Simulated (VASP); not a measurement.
Here is a VASP 6.6.1 calculation.

The input INCAR:

```
SYSTEM = Al
PREC = Accurate
ENCUT = 600
EDIFF = 1E-6
ISMEAR = -1
SIGMA = 0.05
LREAL = .FALSE.
LASPH = .TRUE.
NELM = 100
ALGO = Fast
ISIF = 3
LWAVE = .FALSE.
LCHARG = .FALSE.
GGA = PS
IBRION = 2
NSW = 60
EDIFFG = -0.01
```

KPOINTS

```
Automatic mesh
0
G
  10 10 6
  0 0 0
```

POSCAR

```
Al
1.0
    2.8124553515      0.0000000000      0.0000000000
   -1.4062276757      2.4356577814      0.0000000000
    0.0000000000      0.0000000000      4.8668500000
Al
2
Direct
    0.3333333333      0.6666666667      0.2500000000
    0.6666666667      0.3333333333      0.7500000000
```

Potentials or basis: VASP PAW PBE potentials, release 64 (Al).

Run with:

```console
$ cat potpaw_PBE.64/Al/POTCAR > POTCAR
$ mpirun -np 1 vasp_std > vasp.out
```

(1) What does it give for the relaxed volume?

(2) Estimate the band gap on the k mesh.

(3) Predict the relaxed cell.

## Answers

(1) 16.32 Å³/atom.

(2) none (metal or under the smearing width).

(3) a = 2.842 Å, b = 2.842 Å, c = 4.665 Å, α = 90.00°, β = 90.00°, γ = 120.00°.

Caveat: the PAW data sets were made with another functional, which shifts forces and pressure a little.
